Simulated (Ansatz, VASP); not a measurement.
One calculation of InP, two programs

```
In P
1.0
     0.00000    2.72823    2.72823
     2.72823    0.00000    2.72823
     2.72823    2.72823    0.00000
In P
1 1
Direct
  0.00000 0.00000 0.00000
  0.50000 0.50000 0.50000
```

Measurements of this composition are mostly on another form, of space group No. 216.

Alike in both runs: task relaxation of cell and atoms; functional PBEsol; k mesh 14 × 14 × 14; occupations gaussian, width 0.1 eV; no spin polarisation.

```csv
,VASP,Ansatz
version,VASP 6.6.1,Ansatz 0.2.0
potentials or method,"VASP PAW PBE potentials, release 64 (In_d, P)","scalar-relativistic, plane waves, PAW"
plane-wave cutoff (eV),600,420
valence electrons in the cell,18,18
```

|  | VASP | Ansatz | Ansatz less VASP |
| --- | --- | --- | --- |
| gap on the k mesh at the Fermi level, each at its own relaxed structure (eV) | none | none | - |
| relaxed volume (Å³/atom) | 20.36 | 20.34 | -0.021 |
| relaxed cell length with the largest relative difference (Å) | 3.862 | 3.860 | -0.0013 |

A gap of «none» marks a metal or a gap that the smearing closes.

Caveats: the PAW data sets were made with another functional, which shifts forces and pressure a little (VASP).
